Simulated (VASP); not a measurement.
C: band structure with TB-mBJ

C:

```xyz
2
Lattice="0.0000 1.7834 1.7834 1.7834 0.0000 1.7834 1.7834 1.7834 0.0000" Properties=species:S:1:pos:R:3 pbc="T T T"
C     2.6751    2.6751    2.6751
C     1.7834    1.7834    1.7834
```

This isn't the form of C at room conditions, which is graphite.

```json
{"Program": "VASP 6.6.1", "Task": "band structure", "Functional": "TB-mBJ", "Potentials or basis": "VASP PAW PBE potentials, release 64 (C)", "Cutoff": "520 eV", "k mesh": "13 × 13 × 13", "Occupations": "fermi-dirac, width 0.05 eV", "Spin": "no spin polarisation", "Further INCAR settings": "ALGO = Normal; EDIFF = 1e-07; NBANDS = 11"}
```

* Band gap on the k mesh: 4.96 eV, indirect (least direct gap 6.62 eV)
* Band gap along the path: 4.95 eV, indirect (least direct gap 6.62 eV)

Levels at the corners of the path, in eV from the valence-band top:
```csv
point,band 1,band 2,band 3,band 4,band 5,band 6,band 7,band 8
Γ,-21.73,0.00,0.00,0.00,6.62,6.62,6.62,14.31
X,-13.01,-13.01,-6.13,-6.13,5.59,5.59,18.78,18.78
X,-13.01,-13.01,-6.13,-6.13,5.59,5.59,18.78,18.78
W,-12.34,-12.34,-7.98,-7.98,11.71,11.71,13.47,13.47
W,-12.34,-12.34,-7.98,-7.98,11.71,11.71,13.47,13.47
K,-13.38,-11.95,-8.93,-5.21,6.55,11.79,15.98,17.32
K,-13.38,-11.95,-8.93,-5.21,6.55,11.79,15.98,17.32
Γ,-21.73,0.00,0.00,0.00,6.62,6.62,6.62,14.31
Γ,-21.73,0.00,0.00,0.00,6.62,6.62,6.62,14.31
L,-16.14,-13.17,-2.71,-2.71,9.37,9.51,9.51,17.64
L,-16.14,-13.17,-2.71,-2.71,9.37,9.51,9.51,17.64
U,-13.38,-11.95,-8.93,-5.21,6.55,11.79,15.98,17.32
U,-13.38,-11.95,-8.93,-5.21,6.55,11.79,15.98,17.32
W,-12.34,-12.34,-7.98,-7.98,11.71,11.71,13.47,13.47
W,-12.34,-12.34,-7.98,-7.98,11.71,11.71,13.47,13.47
L,-16.14,-13.17,-2.71,-2.71,9.37,9.51,9.51,17.64
L,-16.14,-13.17,-2.71,-2.71,9.37,9.51,9.51,17.64
K,-13.38,-11.95,-8.93,-5.21,6.55,11.79,15.98,17.32
U,-13.38,-11.95,-8.93,-5.21,6.55,11.79,15.98,17.32
X,-13.01,-13.01,-6.13,-6.13,5.59,5.59,18.78,18.78
```

It took 55 s on 1 thread of Intel(R) Xeon(R) Platinum 8488C (Sapphire Rapids) (shared host), peak memory 0.13 GiB.
